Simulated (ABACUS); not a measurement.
The system is MnO.

```xyz
2
Lattice="0.0000 2.2239 2.2239 2.2239 0.0000 2.2239 2.2239 2.2239 0.0000" Properties=species:S:1:pos:R:3 pbc="T T T"
Mn    0.0000    0.0000    0.0000
O     2.2239    2.2239    2.2239
```

The cell is a database's computed one.

Program: ABACUS 3.10.1. Alike in all runs: task single point; potentials or basis SG15 ONCV 1.2 PBE, DZP LCAO (the cutoffs set its grid); spin collinear, ferromagnetic start; cell as given; k mesh 7 × 7 × 7; cutoff (eV) 1361; smearing fermi-dirac 0.05 eV.

Question: Order these runs on this cell by their pressure, lowest first.
A. level LDA
B. level PBEsol
C. level PBE
D. level SCAN

Answer: A (-13.9 GPa), B (-4.7 GPa), D (1.9 GPa), C (3.5 GPa).

Caveats: the atomic orbitals were generated for these runs and aren't a published set; the basis of atomic orbitals isn't converged, which shifts pressures, moduli and gaps; a cell with one magnetic atom can't hold antiferromagnetic order, which such compounds often take; the potentials were made for another functional, which shifts forces and pressure (some runs).

Not every run made on this cell is shown here.
